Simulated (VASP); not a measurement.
C:

```
CELL_PARAMETERS angstrom
2.46100 0.00000 0.00000
-1.23050 2.13129 0.00000
0.00000 0.00000 6.70800
ATOMIC_POSITIONS crystal
C 0.00000 0.00000 0.25000
C 0.33333 0.66667 0.25000
C 0.50000 0.00000 0.75000
C 0.83333 0.66667 0.75000
```

The cell was built by a generator and needn't be a form met in nature.

Base run:

* Program: VASP 6.6.1
* Functional: SCAN
* Dispersion: rVV10
* Potentials or basis: VASP PAW PBE potentials, release 64 (C)
* Cutoff: 520 eV
* k mesh: 16 × 16 × 4
* Occupations: fermi-dirac, width 0.05 eV
* Spin: no spin polarisation

Its results: band gap on the k mesh 0.21 eV; pressure -2.8 GPa; largest force 0.018 eV/Å.

**Question.** The run is repeated on the same cell with these changes: functional from SCAN to r2SCAN. What comes out?

**Answer.** Band gap on the k mesh 0.22 eV; pressure -1.2 GPa; largest force 0.018 eV/Å.

Caveats: the PAW data sets were made with another functional, which shifts forces and pressure a little.

A k mesh can miss the band edges.
